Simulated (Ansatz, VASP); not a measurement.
**W in VASP and in Ansatz**

```xyz
4
Lattice="2.8097 0.0000 0.0000 0.0000 4.8639 0.0000 0.0000 0.0000 4.9237" Properties=species:S:1:pos:R:3 pbc="T T T"
W     2.2285    2.7391    1.2309
W     0.5811    0.3072    1.2309
W     0.5811    2.1247    3.6928
W     2.2285    4.5567    3.6928
```

This isn't the form of W at room conditions, which is bcc.

Alike in both runs: task single point; functional PBEsol; k mesh 8 × 5 × 5; occupations gaussian, width 0.1 eV; no spin polarisation.

```csv
,VASP,Ansatz
version,VASP 6.6.1,Ansatz 0.2.0
potentials or method,"VASP PAW PBE potentials, release 64 (W_sv)","plane waves, PAW"
plane-wave cutoff (eV),520,550
valence electrons in the cell,56,56
```

|  | VASP | Ansatz | Ansatz less VASP |
| --- | --- | --- | --- |
| pressure (GPa) | -10.3 | -10.8 | -0.48 |
| largest component of the traceless stress (GPa) | 1.44 | 1.37 | -0.069 |

The functional is the same, so the differences come from potentials, cutoffs and numerics.

Caveats: the PAW data sets were made with another functional, which shifts forces and pressure a little (VASP). Spin-orbit coupling is left out, which matters for the levels of W.
